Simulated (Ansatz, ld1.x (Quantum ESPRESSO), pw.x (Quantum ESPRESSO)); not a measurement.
## From atom to crystal: TM potential for Te

Te, norm-conserving Troullier–Martins (Kleinman–Bylander form), made with ld1.x (Quantum ESPRESSO) 7.5 (PBE, scalar-relativistic). Core [Kr] 4d10, reference 5s2 5p4. Waves: 5p (bound): rc 1.75 bohr; 5s (bound): rc 1.85 bohr. Local part: the s channel. Core correction: Bessel-smoothed model core inside 1.55 bohr.

Atomic tests: cutoffs needed: 35 Ry and 70 Ry (the cutoffs (Ry, on a coarse ladder) from which the occupation-weighted sum of valence levels, in a spherical-Bessel basis at the reference potential, stays within 10 and 1 mRy of its value at 400 Ry); ghost test: no extra level below or beside the all-electron valence levels (p, s, d, f tested) (spherical-Bessel basis up to 400 Ry, 20 bohr box); largest excitation error: -86 meV (all-electron minus pseudo) for 5s2 5p1, out of 7 test configurations.

Crystal test: diamond Te in pw.x 7.5, no spin, 8³ k-points, Fermi–Dirac smearing 0.01 Ry, cutoffs 85/340 Ry. The reference is all-electron LAPW (Ansatz 0.2.0) with the same functional, mesh and smearing; V0 and B0 come from Birch–Murnaghan fits to the pressures at five volumes. Errors are pseudo minus all-electron; Δ is the rms difference of the E(V) curves that follow from these fits, minima aligned, over ±6 % about the mean V0. Mesh and smearing are coarse, so the numbers serve the comparison and aren't converged zero-temperature values; the lattice is a test structure that the element need not adopt.

All-electron: a0 = 7.189 Å (V0 = 46.43 Å³/atom), B0 = 26.3 GPa.

Question: How far does the potential miss the all-electron equation of state?

Answer: mean pressure error (GPa): -3.78. The pressure does not cross zero within the volumes sampled, so no fit is given. This is a poor potential for the solid.

```
V (Å³/atom)  P all-electron (GPa)  P pseudo (GPa)
     44.119                  1.50           -3.06
     45.280                  0.70           -3.43
     46.441                 -0.00           -3.74
     47.602                 -0.62           -4.01
     48.763                 -1.16           -4.24
```

Question: At the middle volume, how do free energy and pressure move when the wave cutoff is lowered (ecutrho kept at four times it)?

Answer:

```csv
cutoff (Ry),shift of F (meV/atom),shift of P (GPa)
38,+56.2,-0.34
51,+39.0,-0.27
68,+2.2,-0.05
```

Input at the middle volume:

```
&control
  calculation='scf', prefix='x', pseudo_dir='./', outdir='./tmp', tstress=.true., disk_io='none'
/
&system
  ibrav=0, nat=2, ntyp=1, ecutwfc=85, ecutrho=340, nbnd=14,
  occupations='smearing', smearing='fd', degauss=0.01
/
&electrons
  conv_thr=1e-09, mixing_beta=0.4, electron_maxstep=70
/
ATOMIC_SPECIES
Te 1.0 Te.UPF
CELL_PARAMETERS angstrom
  0.00000000 3.59446165 3.59446165
  3.59446165 0.00000000 3.59446165
  3.59446165 3.59446165 0.00000000
ATOMIC_POSITIONS crystal
Te 0.0000 0.0000 0.0000
Te 0.2500 0.2500 0.2500
K_POINTS automatic
8 8 8 0 0 0
```

```bash
pw.x < Te.scf.in > Te.scf.out
```

Lines of the output:

```
Message from routine setup:
     using ibrav=0 with symmetry is DISCOURAGED, use correct ibrav instead
     lattice parameter (alat)  =       9.6061  a.u.
     unit-cell volume          =     626.7988 (a.u.)^3
     number of electrons       =        12.00
     number of Kohn-Sham states=           14
     kinetic-energy cutoff     =      85.0000  Ry
     charge density cutoff     =     340.0000  Ry
     scf convergence threshold =      1.0E-09
     Exchange-correlation= PBE
     number of k points=    29  Fermi-Dirac smearing, width (Ry)=  0.0100
     iteration #  1     ecut=    85.00 Ry     beta= 0.40
     c_bands:  1 eigenvalues not converged
     total energy              =     -83.81080361 Ry
     estimated scf accuracy    <       0.00540822 Ry
     iteration #  2     ecut=    85.00 Ry     beta= 0.40
     total energy              =     -83.81056558 Ry
     estimated scf accuracy    <       0.00175754 Ry
     iteration #  3     ecut=    85.00 Ry     beta= 0.40
     total energy              =     -83.81064212 Ry
     estimated scf accuracy    <       0.00000473 Ry
     iteration #  4     ecut=    85.00 Ry     beta= 0.40
     total energy              =     -83.81064772 Ry
     estimated scf accuracy    <       0.00000058 Ry
     iteration #  5     ecut=    85.00 Ry     beta= 0.40
     total energy              =     -83.81064781 Ry
     estimated scf accuracy    <       0.00000010 Ry
     iteration #  6     ecut=    85.00 Ry     beta= 0.40
     the Fermi energy is     3.1006 ev
!    total energy              =     -83.81064782 Ry
     estimated scf accuracy    <          7.9E-10 Ry
     smearing contrib. (-TS)   =      -0.00961112 Ry
     The total energy is F=E-TS. E is the sum of the following terms:
     one-electron contribution =       0.18196981 Ry
     hartree contribution      =       4.24922914 Ry
     xc contribution           =     -59.68260638 Ry
     ewald contribution        =     -28.54962927 Ry
     convergence has been achieved in   6 iterations
          total   stress  (Ry/bohr**3)                   (kbar)     P=      -37.41
     Message from routine punch:
     Nothing written, as per user request (disk_io='none')
```

The run at the middle volume (29 k-points, 6 iterations) took about 35 s on one core of a shared host (Neoverse-V2, 96 threads, 742 GiB, load 46).
